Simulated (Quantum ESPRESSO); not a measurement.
# BAs under changes of volume

One of the cells (13.626 Å³/atom); the others are scaled copies at fixed shape and fractional positions:

```
As B
1.0
     0.00000    2.38850    2.38850
     2.38850    0.00000    2.38850
     2.38850    2.38850    0.00000
As B
1 1
Cartesian
  3.5827 3.5827 3.5827
  0.0000 0.0000 0.0000
```

| Item | Value |
| --- | --- |
| Program | Quantum ESPRESSO 7.5 |
| Functional | PBE |
| Dispersion | D3(BJ) |
| Potentials or basis | PseudoDojo 0.4.1 SR PBE standard |
| Cutoff | 1143 eV |
| Density cutoff | 4572 eV |
| k mesh | 10 × 10 × 10 |
| Occupations | fermi-dirac, width 0.05 eV |
| Spin | no spin polarisation |

```tsv
volume (Å³/atom)	energy over the lowest point (meV/atom)	pressure (GPa)	gap on the mesh (eV)
12.809	?	?	?
13.081	7.72	5.4	1.15
13.354	1.30	2.2	1.18
13.626	0.00	-0.7	1.20
13.899	3.34	-3.2	1.22
14.171	10.85	-5.6	1.23
14.444	22.11	-7.7	1.25
```

What does the run at 12.809 Å³/atom give?

Energy over the lowest point 19.83 meV/atom; pressure 8.9 GPa; gap on the mesh 1.13 eV.

Worked out: A Birch-Murnaghan fit of order 3 (a polynomial in V^(-2/3)) to the other rows has its minimum at 13.56 Å³/atom with B0 = V·E''(V) = 139 GPa and B' = 4.2. It gives 19.83 meV/atom at 12.809 Å³/atom, against the run's 19.83, and -dE/dV = 8.9 GPa, against 8.9. A straight line through the other rows of the gap, of slope 0.968 eV per unit of ln V, extrapolates to 1.14 eV, against the run's 1.13.

Energies are extrapolated to zero smearing.

A mesh can miss the band edges. Spin-orbit coupling on As is left out.
